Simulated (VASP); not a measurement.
Sr:

```
Sr
1.0
     0.00000    3.04235    3.04235
     3.04235    0.00000    3.04235
     3.04235    3.04235    0.00000
Sr
1
Direct
  0.00000 0.00000 0.00000
```

Base run:

```yaml
Program: VASP 6.6.1
Functional: PBE
Potentials_or_basis: VASP PAW PBE potentials, release 64 (Sr_sv)
Cutoff: 520 eV
k_mesh: 8 × 8 × 8
Occupations: fermi-dirac, width 0.05 eV
Spin: no spin polarisation
```

Its results: band gap on the k mesh none (metal or under the smearing width); pressure -0.3 GPa.

The run is repeated on the same cell with these changes: functional from PBE to PBEsol. What comes out?

Band gap on the k mesh none (metal or under the smearing width); pressure -0.9 GPa.

PBEsol binds more tightly than PBE, so the same cell stands under less pressure.

Caveats: the PAW data sets were made with another functional, which shifts forces and pressure a little (some runs).

Not every run made on this cell is shown here.
